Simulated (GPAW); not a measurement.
BP:

```
P B
1.0
     0.00000    2.26900    2.26900
     2.26900    0.00000    2.26900
     2.26900    2.26900    0.00000
P B
1 1
Direct
  0.75000 0.75000 0.75000
  0.00000 0.00000 0.00000
```

Base run:

| Property | Result |
| --- | --- |
| Program | GPAW 26.7.0 |
| Functional | RPBE |
| Potentials or basis | the program's PAW data sets (release 1.2.1) made for this functional |
| Cutoff | 800 eV |
| Basis | pw |
| k mesh | 10 × 10 × 10 |
| Occupations | fermi-dirac, width 0.05 eV |
| Spin | no spin polarisation |

Its results: band gap on the k mesh 1.27 eV, indirect (least direct gap 3.41 eV); pressure 4.2 GPa.

Question: After a change of settings the same cell gave: band gap on the k mesh 1.26 eV, indirect (least direct gap 3.41 eV); pressure 3.5 GPa. Which change was it?
A. functional from RPBE to TPSS; potentials or basis from the program's PAW data sets (release 1.2.1) made for this functional to GPAW PAW data sets (gpaw-data 1.2.1)
B. functional from RPBE to TASK; potentials or basis from the program's PAW data sets (release 1.2.1) made for this functional to GPAW PAW data sets (gpaw-data 1.2.1)
C. functional from RPBE to revPBE; band points from 80 to 60

Answer: C.

Not every run made on this cell is shown here.
